## Which step of the ladder opens the gap of gallium nitride?

The gap of gallium nitride is about 3.4 eV, more than a hundred times the thermal energy at room temperature and just above the photon energy of violet light. An error of 0.1 eV in this gap moves the absorption edge by some ten nanometres. An error of 1 eV moves it from the ultraviolet into the green. These two sizes give a scale for judging a computed gap.

The table sets one crystal under a ladder of methods, from density functionals to many-body theory. Four gaps are held back: those of LDA, PBEsol, PW91 and RPBE. Where does each rung go wrong, by how much, and can the four gaps be told from the others?

VASP, Kohn–Sham DFT and GW for GaN (P6_3mc, a = 3.18 Å, c = 5.166 Å) at fixed geometry, without spin polarization or spin–orbit coupling. Basis is the plane-wave cutoff; gaps are Kohn–Sham for the density functionals and quasiparticle for the many-body rows, and the measured gap is 3.4 eV at 300 K. LDA GW is evGW0 and PBE GW is QSGW, each with four iterations.

| method | rung | potentials | basis | k mesh | smearing | gap read on | gap (eV) | computed less measured (eV) |
| --- | --- | --- | --- | --- | --- | --- | --- | --- |
| LDA | LDA | VASP PAW LDA potentials, recommended | 520 eV | 10x10x5 4-atom cell | Fermi-Dirac 0.05eV | path | ? | ? |
| AM05 | GGA | VASP PAW PBE potentials, recommended | 520 eV | 10x10x5 4-atom cell | Fermi-Dirac 0.05eV | path | 2.024 | -1.376 |
| PBE | GGA | VASP PAW PBE potentials, recommended | 520 eV | 10x10x5 4-atom cell | Fermi-Dirac 0.05eV | path | 1.972 | -1.428 |
| PBEsol | GGA | VASP PAW PBE potentials, recommended | 520 eV | 10x10x5 4-atom cell | Fermi-Dirac 0.05eV | path | ? | ? |
| PW91 | GGA | VASP PAW PBE potentials, recommended | 520 eV | 10x10x5 4-atom cell | Fermi-Dirac 0.05eV | path | ? | ? |
| RPBE | GGA | VASP PAW PBE potentials, recommended | 520 eV | 10x10x5 4-atom cell | Fermi-Dirac 0.05eV | path | ? | ? |
| LAK | meta-GGA | VASP PAW PBE potentials, recommended | 520 eV | 10x10x5 4-atom cell | Fermi-Dirac 0.05eV | path | 2.789 | -0.611 |
| TPSS | meta-GGA | VASP PAW PBE potentials, recommended | 520 eV | 10x10x5 4-atom cell | Fermi-Dirac 0.05eV | path | 1.907 | -1.493 |
| revTPSS | meta-GGA | VASP PAW PBE potentials, recommended | 520 eV | 10x10x5 4-atom cell | Fermi-Dirac 0.05eV | path | 1.821 | -1.579 |
| LDA G0W0 | many-body | VASP PAW LDA potentials, gw, light | 450 eV | 5x5x3 4-atom cell | gaussian 0.01eV | states chosen | 3.165 | -0.235 |
| LDA GW | many-body | VASP PAW LDA potentials, gw, light | 450 eV | 5x5x3 4-atom cell | gaussian 0.01eV | states chosen | 3.372 | -0.028 |
| PBE GW | many-body | VASP PAW PBE potentials, gw, light | 450 eV | 5x5x3 4-atom cell | gaussian 0.01eV | states chosen | 3.752 | 0.352 |

The column "gap" holds the distance from the highest filled to the lowest empty state, and "computed less measured" compares it with the measured 3.4 eV. PBE falls short by 1.43 eV, which is 42 % of the measured gap. TPSS and revTPSS stand one rung higher, yet their gaps are smaller than that of PBE. LAK shares their rung and reaches 2.79 eV. The name of the rung is therefore a poor guide. A likelier one, argued below, is how a method treats filled and empty states.

### Why a good potential can give a poor gap

The measured gap is a difference of two energies, $E_g = I - A$. Here $I$ is the energy needed to take an electron out of the crystal, and $A$ is the energy gained when one is added. A Kohn–Sham calculation gives instead the spacing of two orbital energies in one crystal with a fixed number of electrons. For the exact Kohn–Sham potential, theory connects the two:

$$E_g = (\varepsilon_c - \varepsilon_v) + \Delta_{xc}$$

The energies $\varepsilon_c$ and $\varepsilon_v$ belong to the lowest empty and the highest filled orbital. The last term is the jump of the exchange-correlation potential when an electron is added.

The hydrogen atom shows this jump in its plainest form. Its 1s orbital holds one electron and has room for a second, so in a potential common to both spins the orbital spacing is zero. Yet removing the electron costs about 14 eV, and adding a second one gains less than 1 eV. The whole difference of about 13 eV sits in $\Delta_{xc}$. The analogy shows that such a term exists but not how large it is in a crystal, where the added electron spreads out and its repulsion is screened.

LDA and the GGAs use a potential that is a single function of position, and it does not jump. Filled and empty states feel the same function. A GGA adds the gradient of the density to the recipe, which reshapes the potential but still serves both band edges with it. That alone does not fix the gap, because the orbitals at the two edges lie in different places and a reshaped potential can shift them unequally. Ordinary LDA and GGA potentials differ only modestly, however, so their gaps are expected to lie close together.

### Four forecasts

The argument gives a simple model: a functional with a similar potential should have a similar gap, so the closest known relative supplies the number. The error bars below are set by judgement.

LDA can be worked in full, because the LDA GW run starts from an LDA calculation of its own. That start has a Kohn–Sham gap of 1.985 eV, obtained with other potentials and a coarser mesh. For PBE, the same change of settings is worth $1.972 - 1.969 = 0.003$ eV. The forecast is $1.985 + 0.003 \approx 1.99$ eV. This is close to repeating the calculation, so it tests the settings more than the physics.

- **LDA:** 1.99 ± 0.03 eV, as just worked out.
- **PW91:** 1.97 ± 0.04 eV, the value of PBE, its near twin.
- **PBEsol:** 2.00 ± 0.04 eV, midway between PBE, which has the same form, and AM05, which has a similar aim for solids.
- **RPBE:** 1.97 ± 0.08 eV, again the value of PBE. Its stronger gradient term has no counterpart among the known rows, so the sign of the shift is left open and the bar is wide.

A cruder model serves as a comparison. It gives every ordinary functional one common gap, fitted to AM05, PBE, TPSS and revTPSS, and this comes out at 1.93 eV. LAK is left out of the fit because it treats the states differently, as explained below, and the many-body rows because they replace the potential altogether.

The withheld rows as computed:

| method | rung | potentials | basis | k mesh | smearing | gap read on | gap (eV) | computed less measured (eV) |
| --- | --- | --- | --- | --- | --- | --- | --- | --- |
| LDA | LDA | VASP PAW LDA potentials, recommended | 520 eV | 10x10x5 4-atom cell | Fermi-Dirac 0.05eV | path | 1.989 | -1.411 |
| PBEsol | GGA | VASP PAW PBE potentials, recommended | 520 eV | 10x10x5 4-atom cell | Fermi-Dirac 0.05eV | path | 1.927 | -1.473 |
| PW91 | GGA | VASP PAW PBE potentials, recommended | 520 eV | 10x10x5 4-atom cell | Fermi-Dirac 0.05eV | path | 1.982 | -1.418 |
| RPBE | GGA | VASP PAW PBE potentials, recommended | 520 eV | 10x10x5 4-atom cell | Fermi-Dirac 0.05eV | path | 2.031 | -1.369 |

### One clear miss

LDA, PW91 and RPBE fall within their bars. PBEsol does not: its gap is 0.07 eV below the forecast, nearly twice the bar. Neither relative was close enough. AM05 pulled the forecast up, but it lies 0.10 eV above PBEsol, so a shared aim for solids did not mean a shared gap. PBE alone would also have missed, by 0.045 eV, just outside the bar.

With all values known, an order appears among the three functionals of the PBE family. The gap rises from PBEsol through PBE to RPBE, which is also the order of growing gradient strength. The order does not extend to LDA, which has no gradient term and yet lies above PBE. It may belong partly to the potentials, since PBEsol and RPBE were run with potentials made for PBE. Runs with potentials made for each functional would decide this.

The common gap of 1.93 eV happens to meet PBEsol almost exactly, but it misses RPBE by 0.10 eV. Neither model is reliable to a few hundredths of an electronvolt. The printed output after the text lists the forecasts, the fit and their misses.

The larger scale is clearer. LDA and the five GGAs all lie between 1.93 and 2.03 eV, a spread of 0.1 eV, while each falls about 1.4 eV short of the measurement. In this fixed cell, exchanging one of them for another thus alters less than a tenth of the error. For an engineer who needs an absorption edge, all six put it in the orange or red instead of the ultraviolet. The error holds the missing jump and also faults of the potential itself, and the table does not separate them. One known fault is that these functionals place the 3d levels of gallium too high, which pushes up the top of the valence band.

The gaps would probably spread further if each functional chose its own cell. The LDA run has a pressure of −3.5 GPa, so its cell would shrink. The RPBE run has 11.2 GPa, so its cell would expand, and the gap of GaN falls as the crystal expands.

### What does open the gap

A meta-GGA also uses the kinetic energy density, which depends on how steeply the orbitals vary in space. Its potential then acts on the slope of each orbital as well as on its value, so filled and empty states can be shifted by different amounts. In this way part of $\Delta_{xc}$ can enter the orbital spacing itself. Whether this widens the gap, and by how much, depends on how the functional uses this ingredient.

LAK was designed for a strong dependence, and its gap exceeds that of PBE by 0.82 eV. This closes 57 % of PBE's shortfall and fits the argument, although LAK differs from PBE in more than this ingredient. The next empty level at the centre of the Brillouin zone rises by a similar amount, 0.99 eV, measured from the top of the valence band. TPSS and revTPSS use the same ingredient in a different way, and their gaps are smaller than that of PBE.

The many-body methods go further and drop the common potential. They give each state a self-energy, built from $G$, which describes the motion of an added electron or hole, and $W$, the Coulomb interaction screened by the other electrons. One such step, LDA G0W0, adds 1.18 eV to its Kohn–Sham starting gap. Updating the energies in $G$ while $W$ stays fixed adds another 0.21 eV and gives the LDA GW value of 3.37 eV.

The row PBE GW is a different method under a similar name, because it updates the orbitals and $W$ too. This scheme is known to give gaps that are too wide, since its $W$ leaves out the attraction between electrons and holes and so screens too weakly. The gap of 3.75 eV was still rising by 0.12 eV in the last step, so it is a stage on the way and not a settled result. The starting gaps of the two GW runs differ by less than 0.02 eV and do not explain the 0.38 eV between their results. After one step PBE GW stood at 3.09 eV, below LDA G0W0, so its excess arose in the later updates. The runs also differ in the number of empty states and in the cutoff of the screening, and how much this matters is untested.

LDA GW comes within 0.03 eV of the measured gap, but this closeness flatters it. The measurement was made at 300 K on vibrating atoms, whereas the calculation holds them still. Heat and zero-point motion together lower the gap by roughly 0.2 to 0.3 eV, a recalled size. Against a gap for atoms at rest, LDA GW would be too low by about that much, and the excess of PBE GW would shrink. The many-body runs also use a coarse k mesh and few empty states, and their convergence with these settings is untested.

To place a further method for this crystal, ask first whether it lets filled and empty states feel different potentials. If it does not, and it is an ordinary LDA or GGA, a gap near 2 eV is the sensible guess in this cell. Potentials designed on purpose to widen gaps are an exception. If it does, the direction and size of that difference are likely to matter more than the rung on which the method stands.

Output of the analysis:

```
forecast gap of LDA, PBEsol, PW91, RPBE in eV: 1.987, 1.998, 1.972, 1.972
error bar of these forecasts in eV: 0.03, 0.04, 0.04, 0.08
computed gap of LDA, PBEsol, PW91, RPBE in eV: 1.989, 1.927, 1.982, 2.031
forecast less computed gap of LDA, PBEsol, PW91, RPBE in eV: -0.0018, 0.071, -0.01, -0.059
fit of result_gap on 4 rows (ordinary): constant 1.931 +/- 0.044; rms 0.0758, worst revTPSS 0.11, leave-one-out rms 0.101
  rows outside the fit (model, value, miss): LDA 1.931, 1.989, -0.058; PBEsol 1.931, 1.927, 0.004; PW91 1.931, 1.982, -0.051; RPBE 1.931, 2.031, -0.1; LAK 1.931, 2.789, -0.858; LDA G0W0 1.931, 3.165, -1.23; LDA GW 1.931, 3.372, -1.44; PBE GW 1.931, 3.752, -1.82
shortfall of PBE as percent of the measured gap: 42
AM05 less PBE gap in eV: 0.052
PBEsol less AM05 gap in eV: -0.097
TPSS less PBE gap in eV: -0.065
revTPSS less PBE gap in eV: -0.151
LAK less PBE gap in eV: 0.817
share of the PBE shortfall closed by LAK in percent: 57.21
rise of the second empty level at Gamma from PBE to LAK in eV: 0.991
LDA G0W0 gap less its Kohn-Sham starting gap in eV: 1.18
LDA GW less LDA G0W0 gap in eV: 0.207
PBE GW less LDA GW gap in eV: 0.38
rise of the PBE GW gap in its last step in eV: 0.1227
```
